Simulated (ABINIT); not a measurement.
KZnF3:

```
Zn K F
1.0
     4.05000    0.00000    0.00000
     0.00000    4.05000    0.00000
     0.00000    0.00000    4.05000
Zn K F
1 1 3
Cartesian
  2.0250 2.0250 2.0250
  0.0000 0.0000 0.0000
  2.0250 0.0000 2.0250
  0.0000 2.0250 2.0250
  2.0250 2.0250 0.0000
```

Base run:

```yaml
Program: ABINIT 10.8.3 (patched build)
Functional: PBE
Potentials_or_basis: PseudoDojo NC SR PBE v0.5 standard
Cutoff: 1034 eV
k_mesh: 5 × 5 × 5
Occupations: fermi-dirac, width 0.05 eV
Spin: no spin polarisation
```

Its results: band gap on the k mesh 4.20 eV, indirect (least direct gap 5.71 eV); pressure 3.5 GPa.

Q: The run is repeated on the same cell with these changes: potentials or basis from PseudoDojo NC SR PBE v0.5 standard to PseudoDojo NC SR PBE v0.4.1 standard; cutoff from 1034 eV to 1088 eV. What comes out?

A: Band gap on the k mesh 4.20 eV, indirect (least direct gap 5.71 eV); pressure 4.0 GPa.

Caveats: an odd mesh through Γ misses points on the zone boundary, where band edges often lie.

Not every run made on this cell is shown here.
